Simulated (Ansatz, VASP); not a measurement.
**One calculation of Pd, two programs**

```
Pd
1.0
     0.00000    1.94650    1.94650
     1.94650    0.00000    1.94650
     1.94650    1.94650    0.00000
Pd
1
Direct
  0.00000 0.00000 0.00000
```

Alike in both runs: task single point; functional PBE; k mesh 12 × 12 × 12; occupations gaussian, width 0.013 eV; no spin polarisation.

|  | VASP | Ansatz |
| --- | --- | --- |
| version | VASP 6.6.1 | Ansatz 0.2.0 |
| potentials or method | VASP PAW PBE potentials, release 64 (Pd), cutoff 520 eV | all-electron LAPW, scalar-relativistic |

Ansatz gave:

```
gap on the k mesh at the Fermi level (eV) : none
pressure (GPa)                            : 6.8
```

Q: Estimate VASP's values.

A: gap on the k mesh at the Fermi level (eV): none; pressure (GPa): 6.6.

A gap of «none» marks a metal or a gap that the smearing closes. Ansatz ran all-electron here, so the differences hold the error of VASP's frozen core and of both bases.
